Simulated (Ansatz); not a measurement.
# W: one candidate structure

Aim: relax W from this start, Te type (C2/m, No. 12), and see where it ends.

Method: DFT PBE, scalar-relativistic, plane waves, PAW, in Ansatz 0.2.0.

### Step 1. Starting point

Symmetry: C2/m, No. 12, monoclinic system. Conventional cell: a = 6.897 Å, b = 3.863 Å, c = 3.225 Å, α = 90.00°, β = 91.89°, γ = 90.00°. W (site symmetry m) is surrounded by 6 W at 2.44 to 2.64 Å. W (site symmetry 2/m) is surrounded by 6 W at 2.44 to 2.53 Å.

Cell or atoms stand a little off a more symmetric structure (R-3m at a tolerance of 0.3 Å), so results at this geometry aren't those of that ideal crystal.

Coordinates:

```cif
data_structure
_symmetry_space_group_name_H-M 'P 1'
_symmetry_Int_Tables_number 1
_cell_length_a 3.9525
_cell_length_b 3.9525
_cell_length_c 3.2249
_cell_angle_alpha 91.647
_cell_angle_beta 91.647
_cell_angle_gamma 58.500
_cell_volume 42.93
loop_
_atom_site_label
_atom_site_type_symbol
_atom_site_fract_x
_atom_site_fract_y
_atom_site_fract_z
_atom_site_occupancy
W1 W 0.67600 0.67600 0.67500 1
W2 W 0.32400 0.32400 0.32500 1
W3 W 0.00000 0.00000 0.00000 1
```

(A quick probe on a coarse mesh, which set the mesh and smearing, is not shown.)

### Step 3. Rough relaxation on the coarse mesh

File input.yaml:

```yaml
crystal:
  lattice:
    - [3.4485545457, -1.9312752507, 0.0]
    - [3.4485545457, 1.9312752507, 0.0]
    - [-0.1062478308, 0.0, 3.2231495079]
  atoms:
    - { symbol: W, position: [0.676, 0.676, 0.675] }
    - { symbol: W, position: [0.324, 0.324, 0.325] }
    - { symbol: W, position: [0.0, 0.0, 0.0] }
basis:
  ecutwfc: 420
kpoints:
  mp_grid: { grid: [6, 6, 6] }
hamiltonian:
  xc: pbe
scf:
  occupations: { method: gaussian, width: 0.1 }
  lower_state_search: "off"
output:
  forces: true
  stress: true
  eigenvalues: true
relax:
  adjacent_minimum: "off"
  f_tol: 0.04
  max_steps: 70
  cell: { stress_tol: 0.4 }
```

The session goes on with these runs: full relaxation.

Before running it: what results should come out?

**Answer**, as computed:

```
           quantity                                                                      value
cell (conventional)  a = 3.184 Å, b = 3.184 Å, c = 3.184 Å, α = 90.00°, β = 90.00°, γ = 90.00°
        space group                                                            Im-3m (No. 229)
             volume                                                              16.14 Å³/atom
    gap on the mesh                                                               none (metal)
```

What this shows: The structure ended in another space group than at the start: C2/m to Im-3m. The runs treat W without spin-orbit coupling.
